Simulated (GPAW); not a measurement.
# CuO (P4_2/mmc) in GPAW: settings compared, part 2 of 2

GPAW 26.7.0. Earlier steps stand in the parts before.

## (4) Single point, r2SCAN+U

Contents of run.py:

```python
from ase.dft.bandgap import bandgap
from ase.io import read, write
from ase.units import GPa
from gpaw import GPAW, PW

atoms = read('POSCAR')

calc = GPAW(mode=PW(800),
            xc='MGGA_X_R2SCAN+MGGA_C_R2SCAN',
            kpts={'size': (6, 6, 5), 'gamma': True},
            occupations={'name': 'fermi-dirac', 'width': 0.05},
            setups={'Cu': ':d,2.0'},
            nbands=33,
            convergence={'density': 1e-05, 'energy': 1e-05},
            maxiter=150,
            txt='gpaw.txt')
atoms.calc = calc
energy = atoms.get_potential_energy()
forces = atoms.get_forces()
stress = atoms.get_stress()
calc.write('gs.gpw')
write('result.traj', atoms)
print(f'Energy: {energy:.6f} eV')
print('Forces (eV/A):')
print(forces.round(4))
print('Stress (GPa):', (stress / GPa).round(3))
print('Fermi level:', round(calc.get_fermi_level(), 4), 'eV')
print(f'Gap: {bandgap(calc)[0]:.4f} eV, direct: {bandgap(calc, direct=True)[0]:.4f} eV')
```

Contents of POSCAR:

```
CuO
1.0
    3.4220509700      0.0000000000      0.0000000000
    0.0000000000      3.4220509700      0.0000000000
    0.0000000000      0.0000000000      4.2604614800
Cu O
2 2
Direct
    0.0000000000      0.5000000000      0.0000000000
    0.5000000000      0.0000000000      0.5000000000
    0.0000000000      0.0000000000      0.2500000000
    0.0000000000      0.0000000000      0.7500000000
```

The run is started by

```
> OMP_NUM_THREADS=1 python run.py
```

Run time: 4.6 min. Hardware: 1 thread of Arm Neoverse V1, shared host; peak memory 0.33 GiB.

Results (log left out):

* Free energy: -32.5886 eV
* Pressure: -6.2 GPa
* Band gap on the k mesh: none (metal or under the smearing width)

Stress tensor (GPa, compression positive):
```
-18.42   0.00   0.00
  0.00 -18.42   0.00
  0.00   0.00  18.25
```

Levels at points of the mesh, in eV from the Fermi level:
| k point | band 15 | band 16 | band 17 | band 18 | band 19 | band 20 |
| --- | --- | --- | --- | --- | --- | --- |
| (0.00, 0.00, 0.00) | -1.58 | 0.54 | 0.72 | 0.73 | 0.73 | 6.71 |
| (0.00, 0.50, 0.00) | -2.12 | -2.03 | 0.64 | 1.08 | 4.16 | 4.64 |
| (0.50, 0.00, 0.00) | -2.12 | -2.03 | 0.64 | 1.08 | 4.16 | 4.64 |
| (0.50, 0.50, 0.00) | -1.82 | -1.82 | -1.81 | 1.22 | 1.46 | 8.64 |

Caveat: with this Cu data set, volumes or pressures lay over 1.5 % or 2 GPa off other programs in two to four cells of ten; the PAW data sets were made with another functional, which shifts forces and pressure a little; the run has no spin polarisation, though such a crystal can be magnetic; U without spin polarisation on a metal has little footing.

## (5) Single point, r2SCAN+U

run.py: that of step 4 with these lines changed.

```diff
@@ -11,3 +11,3 @@
             occupations={'name': 'fermi-dirac', 'width': 0.05},
-            setups={'Cu': ':d,2.0'},
+            setups={'Cu': ':d,3.0'},
             nbands=33,
```

POSCAR is that of step 4.

Potentials or basis: GPAW PAW data sets (gpaw-data 1.2.1), pw.

The run is started by

```
> OMP_NUM_THREADS=1 python run.py
```

gpaw.txt:

```text
__  _  _
 | _ |_)|_||  |
 |__||  | ||/\| - 26.7.0

Input parameters:
  mode=PW(ecut=800.0),
  convergence={'density': 1e-05, 'energy': 1e-05},
  kpts=MonkhorstPack(size=(6, 6, 5), gamma=True),
  maxiter=150,
  nbands=33,
  occupations=Occupations(name='fermi-dirac', width=0.05),
  setups={'Cu': ':d,3.0'},
  xc=XC(name='MGGA_X_R2SCAN+MGGA_C_R2SCAN')

Diagonalizing LCAO Hamiltonian
Converting LCAO to pw mode
   .-------.
  /|       |
 * |       |
 O |       |
 | |       |
 | .-Cu----.
 OCu      /
 *-------*

Atoms  # Å, Bohr magnetons
|   | symbol |        x |        y |        z |    initial magnetic moments |
|---|--------|----------|----------|----------|-----------------------------|
| 0 |     Cu | 0.000000 | 1.711025 | 0.000000 | ( 0.0000,  0.0000,  0.0000) |
| 1 |     Cu | 1.711025 | 0.000000 | 2.130231 | ( 0.0000,  0.0000,  0.0000) |
| 2 |      O | 0.000000 | 0.000000 | 1.065115 | ( 0.0000,  0.0000,  0.0000) |
| 3 |      O | 0.000000 | 0.000000 | 3.195346 | ( 0.0000,  0.0000,  0.0000) |
[... 173 lines left out ...]
Converged in 14 steps
Energy contributions relative to reference atoms: (reference = -94124.608285)

Energy contributions:
  Kinetic:          36.425284
  Coulomb:         -37.471901
  Zero:              0.371794
  External:          0.000000
  Xc:              -31.754299
  Entropy:          -0.016386
  Spinorbit:         0.000000
  ----------------------------
  Free energy:     -32.445509
  Extrapolated:    -32.437315

dipole moment: (-26.534459, -26.534457, -9.006048)  # |e|*Ang

Fermi level: 4.232
Eigenvalues  # (at kpt = [0.000, 0.000, 0.000])
| band index |      eig [eV] | occ [0-2] |
|------------|---------------|-----------|
|          0 |       -16.794 |     2.000 |
|        ... |               |           |
|          7 |         0.356 |     2.000 |
|          8 |         0.841 |     2.000 |
|          9 |         1.005 |     2.000 |
|         10 |         1.134 |     2.000 |
|         11 |         1.304 |     2.000 |
|         12 |         1.320 |     2.000 |
[... 8 lines left out ...]
|         21 |        14.244 |     0.000 |
|         22 |        16.310 |     0.000 |
|        ... |               |           |
|         32 |        28.815 |     0.000 |

No gap
No difference between direct/indirect transitions

Forces  # eV/Ang
|       x |       y |        z |
|---------|---------|----------|
| 0.00000 | 0.00000 |  0.00000 |  # Cu   0
| 0.00000 | 0.00000 |  0.00000 |  # Cu   1
| 0.00000 | 0.00000 |  0.00000 |  # O    2
| 0.00000 | 0.00000 | -0.00000 |  # O    3

Stress tensor  # eV/Ang^3
|        x |        y |         z |
|----------|----------|-----------|
| 0.112059 | 0.000000 |  0.000000 |
| 0.000000 | 0.112058 |  0.000000 |
| 0.000000 | 0.000000 | -0.110813 |

# Writing to gs.gpw (mode='')
```

It took 4.8 min on 1 thread of Arm Neoverse V1, shared host; peak memory 0.33 GiB.

Results:

```
Free energy            : -32.4455 eV
Pressure               : -6.1 GPa
Band gap on the k mesh : none (metal or under the smearing width)
```

Caveat: with this Cu data set, volumes or pressures lay over 1.5 % or 2 GPa off other programs in two to four cells of ten; the PAW data sets were made with another functional, which shifts forces and pressure a little; the run has no spin polarisation, though such a crystal can be magnetic; U without spin polarisation on a metal has little footing.

## (6) Single point, r2SCAN+U

run.py: that of step 5 with these lines changed.

```diff
@@ -11,3 +11,3 @@
             occupations={'name': 'fermi-dirac', 'width': 0.05},
-            setups={'Cu': ':d,3.0'},
+            setups={'Cu': ':d,4.0'},
             nbands=33,
```

POSCAR is that of step 5.

Potentials or basis: GPAW PAW data sets (gpaw-data 1.2.1), pw.

The run is started by

```
> OMP_NUM_THREADS=1 python run.py
```

gpaw.txt:

```text
__  _  _
 | _ |_)|_||  |
 |__||  | ||/\| - 26.7.0

Input parameters:
  mode=PW(ecut=800.0),
  convergence={'density': 1e-05, 'energy': 1e-05},
  kpts=MonkhorstPack(size=(6, 6, 5), gamma=True),
  maxiter=150,
  nbands=33,
  occupations=Occupations(name='fermi-dirac', width=0.05),
  setups={'Cu': ':d,4.0'},
  xc=XC(name='MGGA_X_R2SCAN+MGGA_C_R2SCAN')

Diagonalizing LCAO Hamiltonian
Converting LCAO to pw mode
   .-------.
  /|       |
 * |       |
 O |       |
 | |       |
 | .-Cu----.
 OCu      /
 *-------*

Atoms  # Å, Bohr magnetons
|   | symbol |        x |        y |        z |    initial magnetic moments |
|---|--------|----------|----------|----------|-----------------------------|
| 0 |     Cu | 0.000000 | 1.711025 | 0.000000 | ( 0.0000,  0.0000,  0.0000) |
| 1 |     Cu | 1.711025 | 0.000000 | 2.130231 | ( 0.0000,  0.0000,  0.0000) |
| 2 |      O | 0.000000 | 0.000000 | 1.065115 | ( 0.0000,  0.0000,  0.0000) |
| 3 |      O | 0.000000 | 0.000000 | 3.195346 | ( 0.0000,  0.0000,  0.0000) |

Unit cell  # Å
| periodic |        x |        y |        z |  lengths |    angles |
|----------|----------|----------|----------|----------|-----------|
|      yes | 3.422051 | 0.000000 | 0.000000 | 3.422051 | 90.000000 |
|      yes | 0.000000 | 3.422051 | 0.000000 | 3.422051 | 90.000000 |
|      yes | 0.000000 | 0.000000 | 4.260461 | 4.260461 | 90.000000 |

Number of symmetries: 8
Symmetry operations  # r_c * U_cc + t_c -> r_c
|   | kind |            matrix            |
|---|------|------------------------------|
| 0 |  E   |  1, 0, 0,  0, 1, 0,  0, 0, 1 |
| 1 |  σ   |  1, 0, 0,  0, 1, 0,  0, 0,-1 |
| 2 |  σ   |  1, 0, 0,  0,-1, 0,  0, 0, 1 |
| 3 |  C2  |  1, 0, 0,  0,-1, 0,  0, 0,-1 |
| 4 |  σ   | -1, 0, 0,  0, 1, 0,  0, 0, 1 |
| 5 |  C2  | -1, 0, 0,  0, 1, 0,  0, 0,-1 |
| 6 |  C2  | -1, 0, 0,  0,-1, 0,  0, 0, 1 |
| 7 |  i   | -1, 0, 0,  0,-1, 0,  0, 0,-1 |

BZ-sampling:
  Number of BZ points: 180
  Number of IBZ points: 48

  Monkhorst-Pack size: [6, 6, 5]
  Monkhorst-Pack shift: [0.08333333333333333, 0.08333333333333333, 0.0]

K-points  # in reciprocal-cell coordinates
|     |                                coordinates |     weight |
|-----|--------------------------------------------|------------|
|   0 | (  0.00000000,   0.00000000,   0.00000000) | 0.00555556 |
|   1 | (  0.00000000,   0.00000000,   0.20000000) | 0.01111111 |
|   2 | (  0.00000000,   0.00000000,   0.40000000) | 0.01111111 |
|   3 | (  0.00000000,   0.16666667,   0.00000000) | 0.01111111 |
|   4 | (  0.00000000,   0.16666667,   0.20000000) | 0.02222222 |
|   5 | (  0.00000000,   0.16666667,   0.40000000) | 0.02222222 |
|   6 | (  0.00000000,   0.33333333,   0.00000000) | 0.01111111 |
|   7 | (  0.00000000,   0.33333333,   0.20000000) | 0.02222222 |
[... 76 lines left out ...]
    |    p |        |      18.182 |    0.598 |
    |    d |        |       0.000 |    0.619 |

    Using partial waves for O as LCAO basis

Reference energy: -94124.608285  # eV

eigensolver:
  PPCG
  Converge bands: occupied
  niter=2

density mixing:
  MSR1-Mixer
  Pratt-step length: 0.05
  Maximum mixing coefficient: 0.75
  Old densities: 10
  SVD Regularization: 0.005
  Good broyden scale: 1.0
  Trust region scale: 1.0
  Backstep threshold: 4.0
  History deletion threshold: 6.0
  Fourier metric: weight=20.0, sigma=0.015

occupation numbers:
  Fermi-Dirac:
    width: 0.0500  # eV

poisson solver:
  ecut: 6400.0  # eV

xc functional:
  name: MGGA_X_R2SCAN+MGGA_C_R2SCAN with 2 nearest neighbor stencil

convergence criteria:
- Maximum integral of absolute [dens]ity change: 1e-05 electrons / valence electron
- Maximum [total energy] change in last 3 cyles: 1e-05 eV / valence electron
- Maximum integral of absolute [eigenst]ate change: 4e-08 eV^2 / valence electron
maximum number of iterations: 150

SCF iterations
|iter     | |      energy | eigst |  dens |
|---------|-|-------------|-------|-------|
|iter:   1| |  -41.359531 | -0.01 |       |
|iter:   2| |  -33.664697 | -1.03 | -0.94 |
|iter:   3| |  -32.179358 | -1.59 | -1.03 |
|iter:   4| |  -32.257039 | -2.42 | -1.50 |
|iter:   5| |  -32.308598 | -2.70 | -1.61 |
|iter:   6| |  -32.325164 | -3.19 | -1.98 |
|iter:   7| |  -32.321274 | -3.91 | -2.26 |
|iter:   8| |  -32.321965 | -4.72 | -2.87 |
|iter:   9| |  -32.321318 | -5.04 | -2.80 |
|iter:  10| |  -32.321368 | -5.85 | -3.41 |
|iter:  11| |  -32.321369c| -6.80 | -4.07 |
|iter:  12| |  -32.321369c| -8.23c| -4.56 |
|iter:  13| |  -32.321369c| -8.41c| -5.26c|

Converged in 13 steps
Energy contributions relative to reference atoms: (reference = -94124.608285)

Energy contributions:
  Kinetic:          44.738144
  Coulomb:         -44.601077
  Zero:              0.342062
  External:          0.000000
  Xc:              -32.792420
  Entropy:          -0.016159
  Spinorbit:         0.000000
  ----------------------------
  Free energy:     -32.329449
  Extrapolated:    -32.321369

dipole moment: (-26.505402, -26.505404, -8.968697)  # |e|*Ang

Fermi level: 4.147
Eigenvalues  # (at kpt = [0.000, 0.000, 0.000])
| band index |      eig [eV] | occ [0-2] |
|------------|---------------|-----------|
|          0 |       -16.822 |     2.000 |
|        ... |               |           |
|          7 |         0.188 |     2.000 |
|          8 |         0.582 |     2.000 |
|          9 |         0.727 |     2.000 |
|         10 |         0.852 |     2.000 |
|         11 |         1.021 |     2.000 |
|         12 |         1.053 |     2.000 |
[... 8 lines left out ...]
|         21 |        14.199 |     0.000 |
|         22 |        16.333 |     0.000 |
|        ... |               |           |
|         32 |        28.773 |     0.000 |

No gap
No difference between direct/indirect transitions

Forces  # eV/Ang
|       x |       y |        z |
|---------|---------|----------|
| 0.00000 | 0.00000 |  0.00000 |  # Cu   0
| 0.00000 | 0.00000 |  0.00000 |  # Cu   1
| 0.00000 | 0.00000 |  0.00002 |  # O    2
| 0.00000 | 0.00000 | -0.00002 |  # O    3

Stress tensor  # eV/Ang^3
|        x |        y |         z |
|----------|----------|-----------|
| 0.108877 | 0.000000 |  0.000000 |
| 0.000000 | 0.108879 |  0.000000 |
| 0.000000 | 0.000000 | -0.107358 |

# Writing to gs.gpw (mode='')
```

Run time: 4.7 min. Hardware: 1 thread of Arm Neoverse V1, shared host; peak memory 0.33 GiB.

What came out:

```
Free energy            : -32.3294 eV
Pressure               : -5.9 GPa
Band gap on the k mesh : none (metal or under the smearing width)
```

Stress tensor (GPa, compression positive):
```
-17.44   0.00   0.00
  0.00 -17.44   0.00
  0.00   0.00  17.20
```

Caveat: with this Cu data set, volumes or pressures lay over 1.5 % or 2 GPa off other programs in two to four cells of ten; the PAW data sets were made with another functional, which shifts forces and pressure a little; the run has no spin polarisation, though such a crystal can be magnetic; U without spin polarisation on a metal has little footing.

## (7) Overview

```tsv
level	U	gap on the mesh (eV)	pressure (GPa)
r2SCAN	-	none	-6.5
r2SCAN+U	Cu d U = 1 eV	none	-6.3
r2SCAN+U	Cu d U = 2 eV	none	-6.2
r2SCAN+U	Cu d U = 3 eV	none	-6.1
r2SCAN+U	Cu d U = 4 eV	none	-5.9
```

Alike in all rows: task single point; potentials or basis GPAW PAW data sets (gpaw-data 1.2.1), pw; no spin polarisation; cell as given; k mesh 6 × 6 × 5; cutoff (eV) 800; smearing fermi-dirac 0.05 eV.

Every run on the cell as given and a fine mesh finds a metal. The pressure there spans -6.5 GPa (r2SCAN) to -5.9 GPa (r2SCAN+U); a positive pressure means that this level wants a larger cell, a negative one a smaller.

Caveats: with this Cu data set, volumes or pressures lay over 1.5 % or 2 GPa off other programs in two to four cells of ten; the PAW data sets were made with another functional, which shifts forces and pressure a little; the run has no spin polarisation, though such a crystal can be magnetic; U without spin polarisation on a metal has little footing (some runs); semilocal functionals often make such compounds metallic where correlation or magnetic order opens a gap, which also shifts bond lengths (some runs).

Total energies depend on the potentials used, so only differences within one code and one set of settings carry meaning.
